**Q:** I have three gallium cells, each scaled uniformly and computed with the RPBE functional. Stretched by 12 % in volume, alpha-Ga costs 33.1 meV/atom and omega only 27.7. Alpha-Ga is known for its short, strong bonds between pairs of atoms, so is it a fifth stiffer?

Gallium in three relaxed cells, each scaled uniformly, computed with Ansatz 0.2.0 (RPBE, plane-wave PAW, 420 eV cutoff, scalar-relativistic, non-magnetic, Fermi-Dirac smearing of 0.1 eV). Energies are extrapolated to zero smearing and count from each cell's own value at scale 1; pressures include the electronic entropy term and are positive in compression.

| volume scale | energy change, omega (AlB2-type) (meV/atom) | pressure, omega (AlB2-type) (GPa) | energy change, alpha-Ga (Cmce) (meV/atom) | pressure, alpha-Ga (Cmce) (GPa) | energy change, beta-Sn (meV/atom) | pressure, beta-Sn (GPa) |
| --- | --- | --- | --- | --- | --- | --- |
| 0.88 | 49.8 | 7.42 | 51.8 | 7.60 | 50.9 | 7.59 |
| 0.92 | 20.8 | 4.39 | 20.6 | 4.39 | 21.1 | 4.46 |
| 0.96 | 5.1 | 2.02 | 4.5 | 1.89 | 5.1 | 2.03 |
| 1 | 0.0 | 0.15 | 0.0 | -0.04 | 0.0 | 0.14 |
| 1.04 | 3.2 | -1.31 | 4.6 | -1.54 | 3.3 | -1.34 |
| 1.08 | 12.9 | -2.46 | 16.2 | -2.69 | 13.4 | -2.51 |
| 1.12 | 27.7 | -3.36 | 33.1 | -3.58 | 28.7 | -3.42 |

**A:** Test the idea on the other side. A cell that is a fifth stiffer should also cost a fifth more to squeeze, which would make about 60 meV/atom at scale 0.88. The table has 51.8, barely above omega's 49.8. Whatever makes alpha-Ga expensive acts mainly on stretching, and plain stiffness does not choose sides.

**Q:** Can I get the stiffness directly?

**A:** Yes, from the pressures. The bulk modulus is the fall in pressure divided by the relative change in volume. For alpha-Ga between scales 0.96 and 1.04 that is (1.89 + 1.54)/0.08, or about 43 GPa. Omega gives 42 GPa, whereas your explanation needs alpha-Ga at about 50.

**Q:** Yet alpha-Ga is the most stable of the three.

**A:** It is: in the same calculation omega lies 46 meV/atom above it. The table hides this, because each column counts from its own zero. But stability is the depth of the energy well and stiffness is its curvature, and a deeper well need not be a narrower one.

**Q:** Then where does the extra cost come from?

**A:** Part of it is volume. A bulk modulus is an energy per volume, so at equal stiffness an atom that owns more space pays more for the same percentage change. An atom in alpha-Ga has 5.6 % more space than one in omega. That adds about 2 meV/atom at 12 %, but it does so on both sides.

**Q:** So something else must tell stretching from squeezing.

**A:** Look at the pressures at scale 1. Omega starts at 0.15 GPa, slightly compressed, so its first bit of expansion releases energy. Alpha-Ga starts at −0.04 GPa, slightly stretched already, and pays from the first step. A perfectly relaxed cell would start at zero, so these pressures are leftovers of the calculation, not properties of the phases.

The size follows from pressure times change in volume, with 1 GPa·Å³ equal to about 6.2 meV. Omega saves 0.15 × 20.05 × 0.12 × 6.2 ≈ 2.2 meV/atom. Alpha-Ga pays 0.04 × 21.17 × 0.12 × 6.2 ≈ 0.6. Together they widen the gap by nearly 3 meV/atom on stretching and narrow it by as much on squeezing.

**Q:** Is there a cell that could contradict this?

**A:** The column headed beta-Sn, which is really a monoclinic C2/c cell. It starts at 0.14 GPa, almost like omega, so the starting pressures should hardly make its gap to omega depend on the direction. That gap is 1.1 meV/atom at scale 0.88 and 1.0 at 1.12. I would not explain so small a gap, but its evenness fits the argument.

**Q:** Do the pieces add up?

**A:** Let y be the relative change in volume and write the pressure as P₀ − By + Cy². P₀ is the starting pressure, B the bulk modulus, and C describes how the crystal stiffens when squeezed. Integrating over the volume, with V the starting volume per atom, gives the energy

E = V(−P₀y + By²/2 − Cy³/3).

I took P₀, B and C from the pressures at scales 0.96, 1 and 1.04 alone, so the energies at 12 % are extrapolated, not fitted.

For the gap between alpha-Ga and omega at 1.12, the starting pressures give 2.9 meV/atom and the volume 2.1. The slightly larger bulk modulus adds 1.2. The C term takes back 1.0 and is the least certain piece, since it hangs on small differences between rounded pressures. The sum is 5.2, against 5.4 in the table.

The single energies at 1.12 come out about 6 % too low, mainly because the formula stops at the third power and partly because the pressures hold the smearing term. The error is similar in all three cells and largely cancels in the gap. Correcting for the smearing term would raise the predicted gap by 0.4, to 5.6 meV/atom. The printed output below has every row.

**Q:** Why does a crystal stiffen when squeezed, and shouldn't the roomier alpha-Ga then be softer?

**A:** Squeezing confines the electrons and raises their kinetic energy ever more steeply. If only the kinetic energy of free electrons counted, the bulk modulus would fall with volume as V^(−5/3), which would put alpha-Ga at 38 GPa, below omega. The computed fall is steeper still: omega stretched to alpha-Ga's volume, at scale 1.06, has only about 1.06 × (2.46 − 1.31)/0.04 ≈ 30 GPa. Alpha-Ga has 43, so the volume per atom alone cannot explain the stiffness either. Your short bonds may make up the difference, but that is a guess these runs do not test.

**Q:** How should I compare two materials, then?

**A:** Average the costs of equal squeezing and stretching, which cancels the direct contribution of the starting pressure. Alpha-Ga's lead is then (2.0 + 5.4)/2 = 3.7 meV/atom, about a tenth, and more than half of that is volume. These moduli are not what a laboratory would measure, though. The cells kept their shape: at scale 0.88 omega carries 7.9 GPa in the plane but 6.5 along its axis, a wider difference than at scale 1, and a crystal free to change shape would relax that and compress more easily. The atoms also kept their relative places, so alpha-Ga's short bonds had to stretch and shrink with the cell. Atoms free to move within the cell could ease that strain, whereas omega's are fixed by symmetry, so alpha-Ga's small lead in bulk modulus may not survive a full relaxation. Both constraints tend to make the moduli too high. RPBE errs the other way, since it tends to make solids too large and too soft.

The analysis program printed:

```
Energy predicted from the three central pressures, and prediction less computed value (meV/atom):
   row  omega  omega miss  alpha-Ga  alpha-Ga miss   C2/c  C2/c miss
  0.88  48.99     -0.8068     50.38         -1.418  49.76     -1.139
  0.92  20.91      0.1071     20.74          0.136  21.21     0.1063
  0.96   5.26      0.1601       4.7         0.1995   5.31       0.21
   1.0      0           0         0              0      0          0
  1.04  3.074     -0.1257     4.365        -0.2352  3.205   -0.09548
  1.08  12.43     -0.4692     15.52        -0.6788  12.85    -0.5482
  1.12  26.02      -1.683      31.2         -1.903  26.87      -1.83
Excess of the energy change over that of omega (meV/atom):
   row  alpha-Ga computed  alpha-Ga predicted  C2/c computed  C2/c predicted
  0.88                  2               1.389            1.1          0.7675
  0.92               -0.2             -0.1711            0.3          0.2992
  0.96               -0.6             -0.5606              0         0.04985
   1.0                  0                   0              0               0
  1.04                1.4                1.29            0.1          0.1302
  1.08                3.3                3.09            0.5           0.421
  1.12                5.4               5.179              1          0.8529
Bulk modulus at scale 1, omega (GPa): 41.63
Bulk modulus at scale 1, alpha-Ga (GPa): 42.88
Bulk modulus at scale 1, C2/c (GPa): 42.13
Bulk modulus of alpha-Ga if that of omega scaled as in an electron gas (GPa): 38.02
Excess of alpha-Ga over omega at scale 1.12 (percent): 19.49
Excess of alpha-Ga over omega at scale 0.88 (percent): 4.016
Excess of alpha-Ga over omega, mean of scales 0.88 and 1.12 (meV/atom): 3.7
Excess volume per atom of alpha-Ga over omega (percent): 5.586
Bulk modulus alpha-Ga would need if stiffness alone made the excess at 1.12 (GPa): 49.74
Energy of alpha-Ga at 0.88 if stiffness alone made the excess at 1.12 (meV/atom): 59.51
Part of the excess at 1.12 from starting pressures, sign reversed at 0.88 (meV/atom): 2.887
Part from larger volume per atom, same at 0.88 (meV/atom): 2.095
Part from larger bulk modulus, same at 0.88 (meV/atom): 1.189
Part from steepening at 1.12, sign reversed at 0.88 (meV/atom): -0.9916
Smearing entropy correction to the predicted excess at 1.12 (meV/atom): 0.4397
```
